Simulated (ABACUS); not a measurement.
# KF (Carobbiite) (Fm-3m) in ABACUS: further runs

Aim: see how the results for KF (Carobbiite) move with the level of theory and the settings. Levels: PBEsol, PBE. Tasks: single point.

Everything below comes from runs of ABACUS 3.10.1. Logs are shortened: lines on timing, memory, paths and dates and some standing lists are left out, and cuts for length are marked.

## Step 1: The structure

It takes space group Fm-3m (No. 225, cubic). Conventional cell: a = 5.344 Å, b = 5.344 Å, c = 5.344 Å, α = 90.00°, β = 90.00°, γ = 90.00°. Around K (site symmetry m-3m) lie 6 F at 2.67 Å. F (site symmetry m-3m) is surrounded by 6 K at 2.67 Å.

## Step 2: Single point, PBEsol

run_abacus.py reads:

```python
"""ABACUS run from a structure file: ASE reads it, the script writes STRU, KPT and INPUT."""
import re
import subprocess
from ase.io import read
from ase.units import Bohr

atoms = read("KF.xyz")
atoms = atoms[(-atoms.numbers).argsort(kind="stable")]  # ABACUS lists atoms element by element
pseudo = {'K': 'k_pbesol_v1.4.uspp.F.UPF', 'F': 'f_pbesol_v1.4.uspp.F.UPF'}
orbital = {}
magmoms = None
kmesh = [7, 7, 7]
params = {
    'suffix': 'KF',
    'calculation': 'scf',
    'basis_type': 'pw',
    'pseudo_dir': './',
    'symmetry': 1,
    'dft_functional': 'pbesol',
    'ecutwfc': 40,
    'pseudo_rcut': 10,
    'nspin': 1,
    'nbands': 18,
    'ks_solver': 'dav',
    'smearing_method': 'fd',
    'smearing_sigma': 0.00367493,
    'scf_thr': 1e-08,
    'scf_nmax': 100,
    'mixing_type': 'broyden',
    'mixing_beta': 0.7,
    'cal_force': 1,
    'cal_stress': 1,
    'ecutrho': 320,
    'out_chg': 1,
    'kpar': 4,
}

symbols = atoms.get_chemical_symbols()
elements = list(dict.fromkeys(symbols))
lines = ["ATOMIC_SPECIES"] + [f"{e} {atoms.get_masses()[symbols.index(e)]:.4f} {pseudo[e]}" for e in elements]
if orbital:
    lines += ["", "NUMERICAL_ORBITAL"] + [orbital[e] for e in elements]
lines += ["", "LATTICE_CONSTANT", f"{1 / Bohr:.10f}", "", "LATTICE_VECTORS"]
lines += [" ".join(f"{x:.10f}" for x in v) for v in atoms.cell]
lines += ["", "ATOMIC_POSITIONS", "Direct"]
for e in elements:
    lines += ["", e, "0.0", str(symbols.count(e))]
    for i, p in enumerate(atoms.get_scaled_positions(wrap=False)):
        if symbols[i] == e:
            mag = "" if magmoms is None else " mag " + " ".join(str(x) for x in (magmoms[i] if isinstance(magmoms[i], list) else [magmoms[i]]))
            lines.append(" ".join(f"{x:.10f}" for x in p) + " 1 1 1" + mag)
open("STRU", "w").write("\n".join(lines) + "\n")
open("KPT", "w").write("K_POINTS\n0\nGamma\n%d %d %d 0 0 0\n" % tuple(kmesh))
open("INPUT", "w").write("INPUT_PARAMETERS\n" + "".join(f"{k:<20s}{v}\n" for k, v in params.items()))

done = subprocess.run(['mpirun', '-np', '4', 'abacus'])
if done.returncode:
    raise SystemExit(done.returncode)
log = open("OUT.KF/running_scf.log").read()
print("final energy (eV):", re.findall(r"FINAL_ETOT_IS (\S+)", log))
```

KF.xyz reads:

```xyz
2
Lattice="0.0000000000 2.6718500000 2.6718500000 2.6718500000 0.0000000000 2.6718500000 2.6718500000 2.6718500000 0.0000000000" Properties=species:S:1:pos:R:3 pbc="T T T"
K      0.0000000000      0.0000000000      0.0000000000
F      2.6718500000      2.6718500000      2.6718500000
```

Potentials or basis: GBRV ultrasoft 1.5 PBEsol, plane waves.

Started as:

```sh
$ OMP_NUM_THREADS=1 python run_abacus.py > log
```

running log:

```text
ABACUS v3.10.1

               Atomic-orbital Based Ab-initio Computation at UStc

 ------------------------------------------------------------------------------------

 READING GENERAL INFORMATION
                           global_out_dir = OUT.KF/
                           global_in_card = INPUT
                               pseudo_dir = ./
                              orbital_dir =
                                    DSIZE = 4
                                    GSIZE = 1

 READING UNITCELL INFORMATION
                                    ntype = 2
                  lattice constant (Bohr) = 1.88973
              lattice constant (Angstrom) = 1

 READING ATOM TYPE 1
                               atom label = K
                      L=0, number of zeta = 1
                      L=1, number of zeta = 1
                      L=2, number of zeta = 1
             number of atom for this type = 1

 READING ATOM TYPE 2
                               atom label = F
                      L=0, number of zeta = 1
                      L=1, number of zeta = 1
                      L=2, number of zeta = 1
             number of atom for this type = 1

                        TOTAL ATOM NUMBER = 2
DIRECT COORDINATES
    atom                   x                   y                   z     mag                  vx                  vy                  vz
taud_K1            0.0000000000        0.0000000000        0.0000000000  0.0000        0.0000000000        0.0000000000        0.0000000000
taud_F1            0.5000000000        0.5000000000        0.5000000000  0.0000        0.0000000000        0.0000000000        0.0000000000

                          Volume (Bohr^3) = 257.432
                             Volume (A^3) = 38.1475

 Lattice vectors: (Cartesian coordinate: in unit of a_0)
                   +0            +2.67185            +2.67185
             +2.67185                  +0            +2.67185
             +2.67185            +2.67185                  +0
 Reciprocal vectors: (Cartesian coordinate: in unit of 2 pi/a_0)
            -0.187136           +0.187136           +0.187136
            +0.187136           -0.187136           +0.187136
            +0.187136           +0.187136           -0.187136
 The esolver type has been set to : ksdft_pw

                PAO radial cut off (Bohr) = 10

 Read in pseudopotential file is k_pbesol_v1.4.uspp.F.UPF
                     pseudopotential type = US
          exchange-correlation functional = PBEsol
                 nonlocal core correction = 1
                        valence electrons = 9
                                     lmax = 2
                           number of zeta = 4
                     number of projectors = 6
                           L of projector = 0
                           L of projector = 0
                           L of projector = 1
                           L of projector = 1
                           L of projector = 2
                           L of projector = 2
 XC functional updated to : pbesol
          exchange-correlation functional = PBESOL
                PAO radial cut off (Bohr) = 10

 Read in pseudopotential file is f_pbesol_v1.4.uspp.F.UPF
                     pseudopotential type = US
          exchange-correlation functional = PBEsol
                 nonlocal core correction = 0
                        valence electrons = 7
                                     lmax = 1
                           number of zeta = 2
                     number of projectors = 4
                           L of projector = 0
                           L of projector = 0
                           L of projector = 1
                           L of projector = 1
 XC functional updated to : pbesol
          exchange-correlation functional = PBESOL
     initial pseudo atomic orbital number = 12

 SETUP THE ELECTRONS NUMBER
             electron number of element K = 9
       total electron number of element K = 9
             electron number of element F = 7
       total electron number of element F = 7
            AUTOSET number of electrons:  = 16
                           occupied bands = 8
                                   NBANDS = 18
                                   NLOCAL = 18

%%%%%%%%%%%%%%%%%%%%%%%%%%%%%%%%%%%%%%%%%%%%%%%%%%%%%%%%%%%%%%%%%%%%%%%%%%%%%%%%%%%%%%%%%%%%%%%%%%%%%%%%%%
 Warning: the number of valence electrons in pseudopotential > 1 for K: [Ar] 4s1
 Pseudopotentials with additional electrons can yield (more) accurate outcomes, but may be less efficient.
 If you're confident that your chosen pseudopotential is appropriate, you can safely ignore this warning.
%%%%%%%%%%%%%%%%%%%%%%%%%%%%%%%%%%%%%%%%%%%%%%%%%%%%%%%%%%%%%%%%%%%%%%%%%%%%%%%%%%%%%%%%%%%%%%%%%%%%%%%%%%

 SETUP THE PLANE WAVE BASIS
 energy cutoff for charge/potential (unit:Ry) = 160
[... 64 lines left out ...]
                       LATTICE CONSTANT A = 5.3437
Original cell was already a primitive cell.
                        ROTATION MATRICES = 48
              PURE POINT GROUP OPERATIONS = 48
                   SPACE GROUP OPERATIONS = 48
                              POINT GROUP = O_h
               POINT GROUP IN SPACE GROUP = O_h

 SETUP K-POINTS
                                    nspin = 1
                   Input type of k points = Monkhorst-Pack(Gamma)
                                   nkstot = 343
                       right hand lattice = 1
(for reciprocal lattice: )
                             BRAVAIS TYPE = 2
                     BRAVAIS LATTICE NAME = 02. Cubic I (body-centered)
                                    ibrav = 2
                       right hand lattice = 1
(for k-lattice: )
                             BRAVAIS TYPE = 2
                     BRAVAIS LATTICE NAME = 02. Cubic I (body-centered)
                                    ibrav = 2
                       right hand lattice = 1
                        ROTATION MATRICES = 48
                               nkstot_ibz = 20
K-POINTS REDUCTION ACCORDING TO SYMMETRY
     IBZ    DIRECT_X    DIRECT_Y    DIRECT_Z  WEIGHT  ibz2bz
       1  0.00000000  0.00000000  0.00000000  0.0029       0
       2  0.14285714  0.14285714  0.14285714  0.0233       1
       3  0.28571429  0.28571429  0.28571429  0.0233       2
       4  0.42857143  0.42857143  0.42857143  0.0233       3
       5  0.14285714  0.14285714  0.00000000  0.0175       8
       6  0.28571429  0.14285714  0.28571429  0.0700       9
[... 12 lines left out ...]
      19 -0.42857143  0.42857143  0.14285714  0.0700      74
      20 -0.28571429  0.42857143  0.28571429  0.0700      75

                               nkstot now = 20
[... K-POINTS DIRECT COORDINATES: 20 rows ...]

           k-point number in this process = 5
       minimum distributed K point number = 5
[... stars of the k points ...]

[... K-POINTS CARTESIAN COORDINATES: 5 rows ...]

[... K-POINTS DIRECT COORDINATES: 5 rows ...]

 SETUP PLANE WAVES FOR WAVE FUNCTIONS
     energy cutoff for wavefunc (unit:Ry) = 40
              fft grid for wave functions = [ 30, 30, 30 ]
                    number of plane waves = 1363
                         number of sticks = 163

 PARALLEL PW FOR WAVE FUNCTIONS
     PROC   COLUMNS(POT)             PW
        1            163           1363
 --------------- sum -------------------
        1            163           1363

 SETUP NONLOCAL PSEUDOPOTENTIALS IN PLANE WAVE BASIS
 K non-local projectors:
 projector 1 L=0
 projector 2 L=0
 projector 3 L=1
 projector 4 L=1
 projector 5 L=2
 projector 6 L=2
 F non-local projectors:
 projector 1 L=0
 projector 2 L=0
 projector 3 L=1
 projector 4 L=1
      TOTAL NUMBER OF NONLOCAL PROJECTORS = 26

 Init Non-Local PseudoPotential table :
 Init Non-Local-Pseudopotential done.

                                     npwx = 1106

 Make real space PAO into reciprocal space.
       max mesh points in Pseudopotential = 731
     dq(describe PAO in reciprocal space) = 0.01
                                    max q = 763

 number of pseudo atomic orbitals for K is 4
WARNING: norm of atomic wavefunction # 3 of atomic type K is 0.996327, renormalized
WARNING: norm of atomic wavefunction # 4 of atomic type K is 0.968439, renormalized

 number of pseudo atomic orbitals for F is 2

 -------------------------------------------
 SELF-CONSISTENT
 -------------------------------------------
                                 init_chg = atomic

 PW ALGORITHM --------------- ION=   1  ELEC=   1--------------------------------

 Notice: Threshold on eigenvalues was too large.
 hsover_error=0.16 > DRHO=0.121841
 Origin diag ethr = 0.01
 New diag ethr = 0.000761507

 Density error is 0.121418763627
                          Error Threshold = 0.000761507344436
----------------------------------------------------------
     Energy           Rydberg                 eV
----------------------------------------------------------
 E_KohnSham     -105.6410514774      -1437.3202428039
 E_Harris       -105.7387965778      -1438.6501331208
 E_Fermi        0.1021258259         1.3894931455
----------------------------------------------------------
[... 63 lines left out ...]
 Density error is 2.77945291533e-09
                          Error Threshold = 4.99246151529e-09
----------------------------------------------------------
     Energy           Rydberg                 eV
----------------------------------------------------------
 E_KohnSham     -105.6734005619      -1437.7603746786
 E_KS(sigma->0) -105.6734005619      -1437.7603746786
 E_Harris       -105.6732944264      -1437.7589306308
 E_band         -9.1822137284        -124.9304269597
 E_one_elec     -43.8367534712       -596.4296290291
 E_Hartree      29.0402481183        395.1128457428
 E_xc           -18.2556822172       -248.3812990309
 E_Ewald        -72.6212129919       -988.0622923614
 E_entropy(-TS) 0.0000000000         0.0000000000
 E_descf        0.0000000000         0.0000000000
 E_exx          0.0000000000         0.0000000000
 E_Fermi        0.2713259610         3.6915790844
----------------------------------------------------------

 charge density convergence is achieved
 final etot is -1437.7603747 eV
 EFERMI = 3.6915790844 eV

 STATE ENERGY(eV) AND OCCUPATIONS    NSPIN == 1
 1/5 kpoint (Cartesian) = 0.0000 0.0000 0.0000 (1067 pws)
       1       -24.5599     0.00583090
       2       -17.1229     0.00583090
       3       -7.86278     0.00583090
       4       -7.86278     0.00583090
       5       -7.86278     0.00583090
       6        1.40639     0.00583090
[... 79 lines left out ...]
       6        1.10318      0.0349854
[... 10 lines left out ...]
      17        23.4836        0.00000
      18        24.5382        0.00000

------------------------------------------------------------------------------------------
 TOTAL-FORCE (eV/Angstrom)
------------------------------------------------------------------------------------------
                        K1         0.0000000000         0.0000000000         0.0000000000
                        F1         0.0000000000         0.0000000000         0.0000000000
------------------------------------------------------------------------------------------

----------------------------------------------------------------
 TOTAL-STRESS (KBAR)
----------------------------------------------------------------
       -19.0956572083         0.0000000000         0.0000000000
         0.0000000000       -19.0956572083        -0.0000000000
        -0.0000000000        -0.0000000000       -19.0956572083
----------------------------------------------------------------
 TOTAL-PRESSURE: -19.095657 KBAR

 --------------------------------------------
 !FINAL_ETOT_IS -1437.7603746786014653 eV
 --------------------------------------------
```

It took 14 s on 4 MPI ranks of Intel Xeon 6975P-C (Granite Rapids), shared host; peak memory 0.6 GiB.

Results:

```yaml
Free_energy: -1437.7604 eV
Pressure: -1.9 GPa
Band_gap_on_the_k_mesh: 6.04 eV, direct
```

Levels at points of the mesh, in eV from the valence-band top:
| k point | band 6 | band 7 | band 8 | band 9 | band 10 | band 11 |
| --- | --- | --- | --- | --- | --- | --- |
| (0.00, 0.00, 0.00) | 0.00 | 0.00 | 0.00 | 6.04 | 10.65 | 10.65 |

## Step 3: Single point, PBE

INPUT reads:

```
INPUT_PARAMETERS
suffix              KF
calculation         scf
basis_type          lcao
pseudo_dir          ./
orbital_dir         ./
symmetry            1
dft_functional      pbe
ecutwfc             100
pseudo_rcut         10
nspin               1
nbands              12
ks_solver           genelpa
smearing_method     fd
smearing_sigma      0.00367493
scf_thr             1e-07
scf_nmax            100
mixing_type         broyden
mixing_beta         0.7
cal_force           1
cal_stress          1
out_mul             1
```

STRU reads:

```
ATOMIC_SPECIES
K 39.0983 K.upf
F 18.9984 F.upf

NUMERICAL_ORBITAL
K_confined-atom_10au_3s2p1d.orb
F_confined-atom_6au_2s2p1d.orb

LATTICE_CONSTANT
1.8897261246

LATTICE_VECTORS
0.0000000000 2.6718500000 2.6718500000
2.6718500000 0.0000000000 2.6718500000
2.6718500000 2.6718500000 0.0000000000

ATOMIC_POSITIONS
Direct

K
0.0
1
0.0000000000 0.0000000000 0.0000000000 1 1 1

F
0.0
1
0.5000000000 0.5000000000 0.5000000000 1 1 1
```

KPT reads:

```
K_POINTS
0
Gamma
9 9 9 0 0 0
```

Potentials or basis: PseudoDojo NC SR 0.4.1 PBE standard, DZP LCAO (the cutoffs set its grid).

Started as:

```sh
$ OMP_NUM_THREADS=1 mpirun -np 4 abacus > log
```

Run time: 5.4 s. Hardware: 4 MPI ranks of INTEL XEON PLATINUM 8581C at 2.10GHz (Emerald Rapids), shared host; peak memory 0.4 GiB.

Results (log left out):

| Property | Result |
| --- | --- |
| Free energy | -1491.7598 eV |
| Pressure | 1.1 GPa |
| Band gap on the k mesh | 6.06 eV, direct |
| Mulliken charges | K +0.77; F -0.77 e |

Levels at points of the mesh, in eV from the valence-band top:
| k point | band 6 | band 7 | band 8 | band 9 | band 10 | band 11 |
| --- | --- | --- | --- | --- | --- | --- |
| (0.00, 0.00, 0.00) | 0.00 | 0.00 | 0.00 | 6.06 | 10.80 | 10.80 |

Caveat: the atomic orbitals were generated for these runs and aren't a published set; Mulliken charges move with the basis; an odd mesh through Γ misses points on the zone boundary, where band edges often lie; the basis of atomic orbitals isn't converged, which shifts pressures, moduli and gaps.

(Part 1 of 2 ends here.)
